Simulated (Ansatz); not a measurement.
ZrB2:

```xyz
3
Lattice="3.1700 0.0000 0.0000 -1.5850 2.7453 0.0000 0.0000 0.0000 3.5330" Properties=species:S:1:pos:R:3 pbc="T T T"
Zr    0.0000    0.0000    0.0000
B     1.5850    0.9151    1.7665
B     0.0000    1.8302    1.7665
```

```yaml
Program: Ansatz 0.2.0
Task: relaxation of cell and atoms
Functional: LDA
Potentials_or_basis: Ansatz PAW
Cutoff: "420 eV (not typed: the program's choice for these potentials)"
k_mesh: 10 × 10 × 8
Occupations: fermi-dirac, width 0.05 eV
Spin: no spin polarisation
```

At the start: volume 10.25 Å³/atom.

Problem. Where does the relaxation end?

Solution. It ends after 8 steps and the volume is 9.89 Å³/atom (-3.5 %); space group P6/mmm (No. 191, to 0.05 Å).

The path:
| step | energy change (eV) | largest force (eV/Å) | volume (Å³) |
| --- | --- | --- | --- |
| 1 | 0.0000 | 0.0000 | 30.75 |
| 2 | -0.0210 | 0.0000 | 29.18 |
| 3 | -0.0314 | 0.0000 | 29.66 |
| 4 | -0.0319 | 0.0000 | 29.68 |
| 5 | -0.0320 | 0.0000 | 29.66 |
| 6 | -0.0307 | 0.0000 | 29.66 |
| 7 | -0.0308 | 0.0000 | 29.66 |
| 8 | -0.0307 | 0.0000 | 29.66 |

Final structure:
```yaml
crystal:
  lattice:
    - [3.13163, 0.00000, 0.00000]
    - [-1.56582, 2.71207, 0.00000]
    - [0.00000, 0.00000, 3.49206]
  atoms:
    - { symbol: Zr, position: [0.00000, 0.00000, 0.00000] }
    - { symbol: B, position: [0.66667, 0.33333, 0.50000] }
    - { symbol: B, position: [0.33333, 0.66667, 0.50000] }
```

Caveat: the plane-wave basis is chosen anew once the cell has moved, so the energies of steps on either side of that aren't comparable; the PAW data sets come from PBE, with cores solved anew for the run's functional, which leaves a small shift of forces and pressure.
